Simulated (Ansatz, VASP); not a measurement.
**One calculation of Be, two programs**

```xyz
2
Lattice="2.2995 0.0000 0.0000 -1.1498 1.9914 0.0000 0.0000 0.0000 3.7809" Properties=species:S:1:pos:R:3 pbc="T T T"
Be    0.0000    1.3276    0.9452
Be    1.1498    0.6638    2.8357
```

Change from the starting cell: strain +0.000 along x and y, +0.050 along z, atoms carried along.

Alike in both runs: task single point; functional PBE; k mesh 24 × 24 × 14; occupations gaussian, width 0.15 eV; no spin polarisation.

```csv
,VASP,Ansatz
version,VASP 6.6.1,Ansatz 0.2.0
potentials or method,"VASP PAW PBE potentials, release 64 (Be)","scalar-relativistic, plane waves, PAW"
plane-wave cutoff (eV),520,420
valence electrons in the cell,4,4
```

```tsv
	VASP	Ansatz	Ansatz less VASP
gap on the k mesh at the Fermi level (eV)	none	none	-
pressure (GPa)	-9.6	-9.7	-0.11
largest component of the traceless stress (GPa)	8.88	8.88	0.000
```

A gap of «none» marks a metal or a gap that the smearing closes.
